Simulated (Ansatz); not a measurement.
**Li2Se (Fm-3m): exact exchange against the cheap answer (a further series)**

How far do hybrid functionals move Li2Se (Fm-3m) from its cheap description, and at what price?

Program: Ansatz 0.2.0. Level of theory: DFT at several levels, plane waves, PAW. These are calculated values, not measurements.

1 further run of the same task is left out (it didn't finish). Runs told in other sessions of the task aren't counted.

### Step 1. The structure to begin with

The structure is cubic, space group Fm-3m (No. 225). The conventional cell has a = 6.005 Å, b = 6.005 Å, c = 6.005 Å, α = 90.00°, β = 90.00°, γ = 90.00°. Li (site symmetry -43m) has 4 Se at 2.60 Å in its first shell of neighbours. Se (site symmetry m-3m) has 8 Li at 2.60 Å in its first shell of neighbours.

Structure file:

```cif
data_structure
_symmetry_space_group_name_H-M 'Fm-3m'
_symmetry_Int_Tables_number 225
_cell_length_a 6.0050
_cell_length_b 6.0050
_cell_length_c 6.0050
_cell_angle_alpha 90.000
_cell_angle_beta 90.000
_cell_angle_gamma 90.000
_cell_volume 216.54
loop_
_atom_site_label
_atom_site_type_symbol
_atom_site_symmetry_multiplicity
_atom_site_Wyckoff_symbol
_atom_site_fract_x
_atom_site_fract_y
_atom_site_fract_z
_atom_site_occupancy
Li1 Li 8 c 0.25000 0.75000 0.75000 1
Se1 Se 4 a 0.00000 0.00000 0.00000 1
```

An earlier run at PBE left this cell at 18.045 Å³/atom and 0.02 GPa (8×8×8 mesh), gap on the mesh 2.98 eV.

All runs below keep this geometry.

Levels to run, all on a 4×4×4 mesh: PBE0 form (fraction 0.4); HSE06 form (fraction 0.2); HSE06 form (fraction 0.1). Hardware: 4 threads of Arm Neoverse V1, shared host.

An earlier series ran PBE on this mesh: volume 18.045 Å³/atom, pressure 0.08 GPa, gap on the mesh 2.98 eV.

### Step 2. PBE0 form (fraction 0.4)

Input file input.yaml:

```yaml
crystal:
  lattice:
    - [0.0, 3.0024997683, 3.0024997683]
    - [3.0024997683, 0.0, 3.0024997683]
    - [3.0024997683, 3.0024997683, 0.0]
  atoms:
    - { symbol: Li, position: [0.25, 0.25, 0.25] }
    - { symbol: Li, position: [0.75, 0.75, 0.75] }
    - { symbol: Se, position: [0.0, 0.0, 0.0] }
basis:
  ecutwfc: 420
  ecutrho_ratio: 4
kpoints:
  mp_grid: { grid: [4, 4, 4] }
hamiltonian:
  xc: { exchange: pbe, correlation: pbe, exx: { coeff: 0.4 } }
scf:
  occupations: { method: gaussian, width: 0.05 }
  n_extra_bands: 10
output:
  forces: true
  stress: true
  eigenvalues: true
  populations: true
  dos: { projected: true, de: 0.02 }
```

Run with:

```console
> ansatz run input.yaml --threads 4 --pin off --max-ram 8192MiB --backend cpu --events-out ev --progress --plain --runs-dir out
```

Log:

```text
Warning: output.stress: scf.convergence.dr2_threshold = 1e-7 eV (the SCF's general default) is looser than the 3e-10 eV advised for a printed stress (1e-10 eV for each atom of the cell: 3). What an SCF threshold leaves in a stress goes as its square root, and in the free energy as the threshold itself, and one threshold admits the most on a small cell: of the crystals measured, under no hybrid functional and no lock of the moments, on runs that ended without the residual-converged pass, on stresses that held no estimate of that error, the worst erred by over 100 MPa in a component at 1e-7 eV an atom and by under 5 at 1e-10. Set scf.convergence.dr2_threshold to 3e-10 eV or tighter. The threshold is an SCF's pass mark: one that does not reach it within its budget of iterations ends unconverged, or closes short of it on a stop that the run arms, and scf.convergence.dr2_threshold's page says what that costs each kind of run
Warning: output.stress: scf.exx.energy_threshold = 1e-6 eV is looser than the 3e-8 eV advised for a stress under a hybrid functional (1e-8 eV for each atom of the cell: 3). Every SCF of the exchange loop can meet its threshold on dr2 while the loop round them stops early: no threshold on dr2 bounds what that leaves in the stress. Set scf.exx.energy_threshold to 3e-8 eV or tighter. The threshold is the loop's pass mark: a loop that does not reach it within its budget of cycles ends unconverged, and scf.exx.energy_threshold's page has the law
Warning: RAYON_NUM_THREADS=4 ignored (pool sized by the plan → 4); use --threads N
scf.n_extra_bands = 10 over 11 filled bands (N_el = 22.0): the run solves 21 bands
Engine: ansatz 0.2.0, aarch64-unknown-linux-gnu
Pseudopotentials: kind: paw
Pseudopotential: Li, paw, valence charge 3, recommended cutoff 420 eV (normal), Li.paw.azcp
Pseudopotential: Se, paw, valence charge 16, recommended cutoff 420 eV (normal), Se.paw.azcp
Functional definition: unnamed
  parameter a_1 = 0.4
  exchange = (1 - a_1)*pbe_x + a_1*exact_x
  correlation = pbe_c
Crystal: 3 atoms, lattice volume = 54.135 Å³
Basis set: ecut = 420 eV, 1067 PW (Γ), exchange–correlation on 60×60×60 points (8 copies of the dense FFT grid, shifted against one another)
Bands: 21, of which v1, the nominal top of the filled ones, is band 11 counted from 1 (10 counted from 0)
Symmetry: 48 space group operations
Space group: Fm-3m (ITA 225), of the structure as read, at distance tolerance 3.8e-5 Å
k-points: 8 of 64
Non-local potential: Li, projectors of the file, l = 0: 3, l = 1: 2, l = 2: 1
Non-local potential: Se, projectors of the file, l = 0: 2, l = 1: 2, l = 2: 3, l = 3: 1
PAW form: soft (Blöchl's): semilocal exchange-correlation on the pseudo side does not see the compensation charge
PAW frozen core: Se, regenerated for the run's functional, and the local potential with it (the file was generated under x = pbe(κ = 0.804, μ = 0.2195149727645171), c = pbe(β = 0.06672455060314922))
PAW one-centre angular grid: Li, 110 points (default); XC on 64 Gauss nodes
PAW one-centre angular grid: Se, 590 points (default); XC on 64 Gauss nodes
Initial density: superposition of atomic densities (neutral atoms: chi_scale 0, normalization atom), corrected by the library's trained network
Initial wavefunctions: pseudopotential atomic-orbital guess
Functional: x = pbe(κ = 0.804, μ = 0.2195149727645171), c = pbe(β = 0.06672455060314922), warm-up for x = 0.6 pbe(κ = 0.804, μ = 0.2195149727645171) + 0.4 exact, c = pbe(β = 0.06672455060314922)
SCF iter   1: F=—  HF=-5882.254791 eV  |F-HF|=—  |Δ(HF+E_count)|=         —  Δρ=3.04e-4  dr2=2.28e-5  ethr=1.77e-3  ⟨swp⟩=2.0  Hψ=1137  notcnv=0
preconditioner: auto → none  [insulator: Δε(μ)=2.977 eV  Ē_g=13.986 eV  σ=0.050 eV  W_gap=1.00  n_scr=14 (ndim 8)  ℏωp=14.3 eV  f_vac=0.048  D(μ)=0.00/eV (n_scr^D=0)]
SCF iter   2: F=-5882.254615 eV  HF=-5882.254613 eV  |F-HF|=1.95e-6  |Δ(HF+E_count)|=   1.77e-4  Δρ=1.62e-4  dr2=1.53e-5  ethr=1.04e-7  ⟨swp⟩=4.1  Hψ=414  notcnv=0  defer=1
SCF 1 stopped early in 2 iterations: F = -5882.254615 eV  dr2 = 1.53e-5
Initial density: handed on by an earlier stage of this run
Initial wavefunctions: those handed on with the density
Functional: x = 0.6 pbe(κ = 0.804, μ = 0.2195149727645171) + 0.4 exact, c = pbe(β = 0.06672455060314922)
Frozen-core exchange: fock
SCF iter   1: F=—  HF=-5885.284871 eV  |F-HF|=—  |Δ(HF+E_count)|=         —  Δρ=3.51e-3  dr2=4.77e-3  ethr=6.96e-7  ⟨swp⟩=6.0  Hψ=780  notcnv=0
preconditioner: auto → none  [insulator: Δε(μ)=5.396 eV  Ē_g=17.740 eV  σ=0.050 eV  W_gap=1.00  n_scr=14 (ndim 8)  ℏωp=14.3 eV  f_vac=0.048  D(μ)=0.00/eV (n_scr^D=0)]
SCF iter   2: F=—  HF=-5885.274989 eV  |F-HF|=—  |Δ(HF+E_count)|=   9.88e-3  Δρ=2.07e-3  dr2=1.23e-3  ethr=6.96e-7  ⟨swp⟩=4.0  Hψ=481  notcnv=0
SCF iter   3: F=—  HF=-5885.274690 eV  |F-HF|=—  |Δ(HF+E_count)|=   2.99e-4  Δρ=7.30e-4  dr2=1.73e-3  ethr=6.96e-7  ⟨swp⟩=3.0  Hψ=341  notcnv=0
SCF iter   4: F=—  HF=-5885.287512 eV  |F-HF|=—  |Δ(HF+E_count)|=   1.28e-2  Δρ=6.67e-4  dr2=1.64e-4  ethr=4.76e-7  ⟨swp⟩=4.0  Hψ=480  notcnv=0
iter 5 solved again at ethr=1.02e-8 eV; its pass at ethr=4.76e-7 eV (dr2=2.25e-6 eV) is discarded
SCF iter   5: F=—  HF=-5885.287423 eV  |F-HF|=—  |Δ(HF+E_count)|=   8.89e-5  Δρ=7.13e-5  dr2=5.85e-5  ethr=1.02e-8  ⟨swp⟩=3.1  Hψ=644  notcnv=0  defer=1
SCF iter   6: F=-5885.287742 eV  HF=-5885.287750 eV  |F-HF|=7.91e-6  |Δ(HF+E_count)|=   3.27e-4  Δρ=9.93e-5  dr2=7.47e-6  ethr=1.02e-8  ⟨swp⟩=4.0  Hψ=453  notcnv=0
SCF 2 stopped early in 6 iterations: F = -5885.287742 eV  dr2 = 7.47e-6
hybrid outer 1: dexx = +1.594e-2 eV, tail = 2.87e-4 eV
Frozen-core exchange: fock
SCF iter   1: F=—  HF=-5885.288395 eV  |F-HF|=—  |Δ(HF+E_count)|=         —  Δρ=6.51e-5  dr2=1.43e-6  ethr=6.51e-6  ⟨swp⟩=2.9  Hψ=343  notcnv=0
preconditioner: auto → none  [insulator: Δε(μ)=5.436 eV  Ē_g=17.722 eV  σ=0.050 eV  W_gap=1.00  n_scr=14 (ndim 8)  ℏωp=14.3 eV  f_vac=0.054  D(μ)=0.00/eV (n_scr^D=0)]
SCF iter   2: F=—  HF=-5885.288396 eV  |F-HF|=—  |Δ(HF+E_count)|=   1.37e-6  Δρ=3.11e-5  dr2=6.06e-7  ethr=4.55e-9  ⟨swp⟩=4.0  Hψ=412  notcnv=0
SCF iter   3: F=—  HF=-5885.288398 eV  |F-HF|=—  |Δ(HF+E_count)|=   1.86e-6  Δρ=8.39e-6  dr2=4.40e-8  ethr=8.91e-10  ⟨swp⟩=4.0  Hψ=392  notcnv=0
SCF iter   4: F=—  HF=-5885.288398 eV  |F-HF|=—  |Δ(HF+E_count)|=   1.06e-8  Δρ=3.50e-6  dr2=5.27e-9  ethr=1.58e-10  ⟨swp⟩=3.2  Hψ=342  notcnv=0
SCF iter   5: F=-5885.288398 eV  HF=-5885.288398 eV  |F-HF|=4.81e-9  |Δ(HF+E_count)|=   2.84e-8  Δρ=2.02e-6  dr2=3.43e-9  ethr=1.50e-11  ⟨swp⟩=3.6  Hψ=370  notcnv=0
SCF 3 converged in 5 iterations: F = -5885.288398 eV  dr2 = 3.43e-9
  Residual-converged pass: ⟨swp⟩=2.5  Hψ=237  notcnv=0  max |occ|·‖R‖ = 1.7e-6 eV (tolerance 2.4e-6 eV)  dr2=3.43e-9  dr2_onsite=6.36e-9  max |Δocc| = 0.0e0
hybrid outer 2: dexx = +2.692e-6 eV, tail = 1.62e-7 eV, Δε = 5.56e-3 eV (about 3.24e-4 eV left of the loop's levels)
Frozen-core exchange: fock
SCF iter   1: F=—  HF=-5885.288398 eV  |F-HF|=—  |Δ(HF+E_count)|=         —  Δρ=1.81e-6  dr2=3.62e-9  ethr=3.68e-9  ⟨swp⟩=3.8  Hψ=363  notcnv=0
preconditioner: auto → none  [insulator: Δε(μ)=5.437 eV  Ē_g=17.722 eV  σ=0.050 eV  W_gap=1.00  n_scr=14 (ndim 8)  ℏωp=14.3 eV  f_vac=0.054  D(μ)=0.00/eV (n_scr^D=0)]
SCF iter   2: F=-5885.288398 eV  HF=-5885.288398 eV  |F-HF|=2.55e-11  |Δ(HF+E_count)|=   4.19e-9  Δρ=4.24e-7  dr2=2.70e-10  ethr=1.51e-11  ⟨swp⟩=4.0  Hψ=401  notcnv=0
SCF 4 converged in 2 iterations: F = -5885.288398 eV  dr2 = 2.70e-10
  Residual-converged pass: ⟨swp⟩=1.9  Hψ=191  notcnv=0  max |occ|·‖R‖ = 2.4e-6 eV (tolerance 2.4e-6 eV)  dr2=2.70e-10  dr2_onsite=5.01e-11  max |Δocc| = 0.0e0
hybrid outer 3: dexx = +1.027e-9 eV, tail = 6.90e-10 eV, Δε = 3.41e-4 eV (about 5.47e-5 eV left of the loop's levels), ΔF = 1.21e-17 eV/Å (tail 7.03e-18)
hybrid SCF converged: 3 outer / 13 inner (+2 warm-up), last move |dexx| = 1.03e-9 eV, tail = 6.90e-10 eV
Stability not checked: this state was not tested for a lower state beside it, because the functional holds exact exchange (a hybrid, or Hartree-Fock), whose exchange loop this test does not read (fock_operator; see scf.lower_state_search)
Free energy (F): -5885.288398 eV
Frozen-core exchange: fock
Harris-Foulkes:  -5885.288398 eV  (|F-HF|=2.55e-11)
Internal energy: -5885.288398 eV  (E = F + TS)
E sigma→0 (E₀):  -5885.288398 eV
Fermi energy:    4.502390 eV
--- Per-component energies (eV) ---
  E_band       = -708.139934
  E_kinetic    = 163.357257
  E_local      = -3020.996897  (includes V_loc(G=0)·N_el)
  E_nonlocal   = -663.441163
  E_hartree    = 1432.333272
  E_xc         = -80.468528
  E_vxc        = -81.388336  (∫ρ·V_xc dr)
  E_exx        = -160.904351  (= α·E_x^exact, valence–valence)
  E_paw        = -1839.089194  (= ΣΔE_a)
  E_vpaw       = 351.471722  (= ΣTr[D̂ρ^β])
  E_aug_tail   = -0.000438  (compensation charges beyond the density's cutoff)
  E_ewald      = -1714.336204
  E_core_change = -1.742152  (= ΣΔE_core)
  E_smearing   = -0.000000  (= −TS)
  E_closure    = 0.000000  (closes the sum)
  Σ components = -5885.288398   (vs F -5885.288398, Δ=-9.09e-13)
--- Forces (eV/Å), atoms counted from 1 ---
  atom   1  Li     0.00000000     0.00000000    -0.00000000
  atom   2  Li     0.00000000     0.00000000    -0.00000000
  atom   3  Se    -0.00000000     0.00000000    -0.00000000
  max |Σ_I F_I| component: 1.39e-17 eV/Å
--- Stress (GPa, compression-positive) ---
       -0.916491      -0.000000       0.000000
       -0.000000      -0.916491       0.000000
        0.000000       0.000000      -0.916491
  P = ⅓ Tr σ = -0.9165 GPa (-9.165 kbar)
--- Band table (eV; the first three rows and the last of 8) ---
  k-point 0: bands = ["-49.5697", "-49.5697", "-49.5697", "-49.5665", "-49.5665", "-47.9111", "-47.8856", "-11.3704", "1.7840", "1.7840", "1.7840", "7.8167", "10.2457", "10.2457", "10.2457", "15.4657", "15.4657", "15.8105", "15.8105", "15.8105", "19.5230"]
  k-point 1: bands = ["-49.5699", "-49.5697", "-49.5697", "-49.5665", "-49.5665", "-47.9072", "-47.8886", "-11.1514", "-0.2285", "1.4583", "1.4583", "9.0631", "10.8174", "10.8174", "11.5907", "13.8344", "13.8344", "16.2458", "19.9796", "20.1787", "20.1787"]
  k-point 2: bands = ["-49.5701", "-49.5696", "-49.5696", "-49.5664", "-49.5664", "-47.8980", "-47.8968", "-10.9019", "-1.6273", "1.1792", "1.1792", "9.7117", "10.5470", "10.5470", "12.5983", "16.6184", "16.6184", "17.6789", "17.6789", "18.0075", "18.0911"]
  k-point 7: bands = ["-49.5700", "-49.5700", "-49.5696", "-49.5664", "-49.5664", "-47.8971", "-47.8971", "-10.7512", "-0.4473", "-0.4473", "-0.1899", "9.5170", "11.1449", "12.8306", "12.8306", "16.2047", "16.2047", "17.2349", "18.9968", "19.5897", "20.5284"]
--- Löwdin populations: 3 sites ---
  site symbol       q [e]
     0     Li      2.3504
     1     Li      2.3504
     2     Se     17.1719
  spilling = 0.005782 (of n_electrons = 22.000000)
```

It took 6.6 s on 4 threads of Arm Neoverse V1, shared host; peak memory 0.66 GiB.

Read off: volume 18.045 Å³/atom, pressure -0.92 GPa, mesh gap 5.44 eV.

The density of states, summed over windows 1 eV wide (valence-band top at zero):

```
from  to  total  Se 4p  Li 2s
  -7  -6   0.00   0.00   0.00
  -6  -5   0.00   0.00   0.00
  -5  -4   0.00   0.00   0.00
  -4  -3   0.09   0.07   0.02
  -3  -2   1.73   1.38   0.29
  -2  -1   2.63   2.43   0.12
  -1   0   1.56   1.51   0.01
   0   1   0.00   0.00   0.00
   1   2   0.00   0.00   0.00
   2   3   0.00   0.00   0.00
   3   4   0.00   0.00   0.00
   4   5   0.00   0.00   0.00
   5   6   0.01   0.00   0.00
   6   7   0.35   0.01   0.09
   7   8   1.60   0.06   0.46
   8   9   0.37   0.01   0.10
```

The projection uses the shells of the potentials' files: it has no valence p orbitals on Li, so such weight is missing from the shares.

[end of part 1 of 2]
